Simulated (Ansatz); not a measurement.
An input for Ansatz 0.2.0 (SiC (Moissanite)):

File input.yaml:

```yaml
crystal:
  lattice:
    - [3.076, 0.0, 0.0]
    - [-1.538, 2.663894142, 0.0]
    - [0.0, 0.0, 5.048]
  atoms:
    - { symbol: Si, position: [0.6666666667, 0.3333333333, 0.5] }
    - { symbol: Si, position: [0.3333333333, 0.6666666667, 0.0] }
    - { symbol: C, position: [0.6666666667, 0.3333333333, 0.885] }
    - { symbol: C, position: [0.3333333333, 0.6666666667, 0.385] }
hamiltonian:
  xc: cam_b3lyp
  pseudopotentials: { kind: paw }
kpoints:
  mp_grid: { grid: [6, 6, 3] }
  band_path:
    path:
      - [[0.0, 0.0, 0.0], [0.5, 0.0, 0.0], [0.3333333333, 0.3333333333, 0.0], [0.0, 0.0, 0.0], [0.0, 0.0, 0.5], [0.5, 0.0, 0.5], [0.3333333333, 0.3333333333, 0.5], [0.0, 0.0, 0.5]]
      - [[0.5, 0.0, 0.5], [0.5, 0.0, 0.0]]
      - [[0.3333333333, 0.3333333333, 0.0], [0.3333333333, 0.3333333333, 0.5]]
    npoints: 4
scf:
  occupations: { method: fermi_dirac, width: 0.05 }
  n_extra_bands: 10
output:
  forces: true
  stress: true
  eigenvalues: true
  fatbands: false
```

Potentials or basis: Ansatz PAW.

Command:

```sh
$ ansatz run input.yaml --threads 2 --pin off --max-ram 5632MiB --backend cpu --events-out ev --progress --plain --runs-dir out
```

Question: What does the program do with it?

Answer: The run stopped without a result. It printed:

Output:

```text
Error: kpoints.band_path / output.eigenstates.kpoints / output.eigenstates.nscf_kmesh / output.wannier / output.states_by_energy / output.dos.nscf_kmesh / output.optics.nscf_kmesh / output.boltztrap / output.local_orbitals.kmesh / output.polarization (unless states: scf) / output.orbitals (by a pass of its own) / gw: / phonons.commensurate_couplings.mesh / output.given_orbital_levels with hamiltonian.xc: <exact exchange of several ranges> with hamiltonian.xc: <exact exchange that reaches to infinity> — behind a hybrid SCF this pass is solved under, or applies, the exchange operator itself, at k-points off the SCF's mesh, which is served of several ranges of exact exchange only where none reaches to infinity: one that does (lc_wpbe's) diverges towards zero momentum transfer, and no level off the mesh has been held to a reference under several; use a hybrid whose last range ends, as hiss, or one of one range, or do without the pass
```
